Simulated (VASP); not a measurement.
Set up this calculation in VASP 6.6.1, as the native input.

```yaml
Task: relaxation of shape and atoms at fixed volume
Functional: LDA
Potentials_or_basis: VASP PAW LDA potentials, release 64 (Al, N)
Cutoff: 520 eV
k_mesh: 12 × 12 × 6
Occupations: gaussian, width 0.02 eV
Spin: no spin polarisation
Further_INCAR_settings: ALGO = Normal; EDIFF = 1e-07; IBRION = 2; EDIFFG = -0.002; NSW = 80; ISIF = 4
```

The structure of AlN lies in POSCAR:

```
AlN                                     
1.0
    3.1819211762      0.0000000000      0.0000000000
   -1.5909605881      2.7556245694      0.0000000000
    0.0000000000      0.0000000000      5.0926426823
  Al              N             
     2     2
Direct
     0.3333333300000021    0.6666666699999979    0.9990168631311178
     0.6666666699999979    0.3333333300000021    0.4990168631311178
     0.3333333300000021    0.6666666699999979    0.3809831368688847
     0.6666666699999979    0.3333333300000021    0.8809831368688847
```

The cell isn't the ideal one: a relaxed cell with its volume scaled by 1.09.

The input as run:

INCAR

```
PREC = Accurate ; ENCUT = 520
EDIFF = 1E-7 ; ISMEAR = 0
SIGMA = 0.02 ; LREAL = F
LASPH = T ; NELM = 80
ALGO = Normal ; ISIF = 4
LWAVE = F ; LCHARG = F
IBRION = 2 ; NSW = 80
EDIFFG = -0.002
```

KPOINTS

```
regular mesh
0
Gamma
  12 12 6
```

Potentials or basis: VASP PAW LDA potentials, release 64 (Al, N).

Command:

```bash
$ cat potpaw_LDA.64/Al/POTCAR potpaw_LDA.64/N/POTCAR > POTCAR
$ mpirun -np 1 vasp_std > vasp.out
```

Results of the run:

```yaml
Energy_gained_by_relaxing: 0.2 meV/atom
Ionic_steps: 5
Pressure_after_relaxing: -15.4 GPa
Band_gap_on_the_k_mesh: 3.68 eV, direct
```

Wall time 36 s on 1 thread of Intel(R) Xeon(R) Platinum 8488C (Sapphire Rapids), with other jobs on the host, peak memory 0.16 GiB.
